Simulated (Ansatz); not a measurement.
## GaP: Ga jump into a vacancy

All numbers below come from DFT PBE, scalar-relativistic, plane waves, PAW in Ansatz. Settings: plane waves to 420 eV, k-mesh 6×6×4 (Γ-centred), Gaussian smearing 0.05 eV. No spin polarisation.

The perfect supercell:

```xyz
16
Lattice="3.8846 6.7283 0.0000 7.7691 0.0000 0.0000 3.8846 2.2428 -6.4350" Properties=species:S:1:pos:R:3 pbc="T T T"
Ga    7.7691    4.4855   -4.4611
Ga   11.6537    4.4855   -4.4611
Ga    9.7114    7.8496   -4.4611
Ga   13.5960    7.8496   -4.4611
Ga    7.7691    4.4855   -1.9740
Ga    3.8846    4.4855   -1.9740
Ga    5.8268    1.1214   -1.9740
Ga    1.9423    1.1214   -1.9740
P     3.8846    2.2428   -5.3249
P     7.7691    2.2428   -5.3249
P     5.8268    5.6069   -5.3249
P     9.7114    5.6069   -5.3249
P    11.6537    6.7283   -1.1101
P     7.7691    6.7283   -1.1101
P     9.7114    3.3641   -1.1101
P     5.8268    3.3641   -1.1101
```

Atom 1 (Ga) is removed, leaving a vacancy without charge, and atom 5 jumps 2.49 Å into it. The vacancy and the half-way point are each relaxed at fixed cell, keeping their symmetry. The supercell is small, and one in 8 of its Ga atoms is missing. The vacancy cell reads metallic on the mesh, and any unpaired electron is treated without spin.

Problem. How high does the half-way point lie?

Solution. 0.78 eV above the relaxed vacancy, with the jumping atom 0.00 Å off the straight line, where the cell's symmetry pins it, so a bent path, which could be lower, wasn't tried. This is the barrier if that point is a first-order saddle, which wasn't checked.

Cost: 2 runs of about 34 core-minutes in all, on Arm Neoverse V1 (shared hosts).